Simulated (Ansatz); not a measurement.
How far is this HfO2 from the hull?

Computed with DFT PBE, scalar-relativistic, plane waves, PAW in Ansatz 0.2.0. All cells share a 420 eV cutoff and Γ-centred k meshes spaced at most about 0.3 Å⁻¹ (2π included). No spin polarisation.

The zero of energy is the elements' standard structures at the same level (O₂ as a molecule); no fitted shifts are applied.

These are static total energies at zero pressure. These runs have no spin–orbit coupling, which can matter for Hf.

The competitors are the elements and 1 reference phase of this chemical system (from databases or known types: HfO2), relaxed at the same level; other known phases may be missing.

The candidate was reached from: 3-, 6-connected net.

Space group I4_1/amd:1 (No. 141). a = 4.019 Å, b = 4.019 Å, c = 10.645 Å, α = 90.00°, β = 90.00°, γ = 90.00°
| atom | site | symmetry | x | y | z |
| --- | --- | --- | --- | --- | --- |
| Hf | 4a | -4m2 | 0.0000 | 0.0000 | 0.0000 |
| O | 8e | 2mm. | 0.5000 | 0.5000 | 0.2983 |

Q: Is it stable, and against what?

A: Too close to call. Its formation energy is -3.465 eV/atom. The lowest competing phase at this composition is this:

```
phase      space group             source  share of atoms  ΔE_f (eV/atom)
 HfO2  P2_1/c (No. 14)  Materials Project          1.0000          -3.461
```

The candidate lies level with this phase within the noise. The candidate matches no cell in the subsets of the Crystallography Open Database and the Materials Project at hand. It has the anatase type.
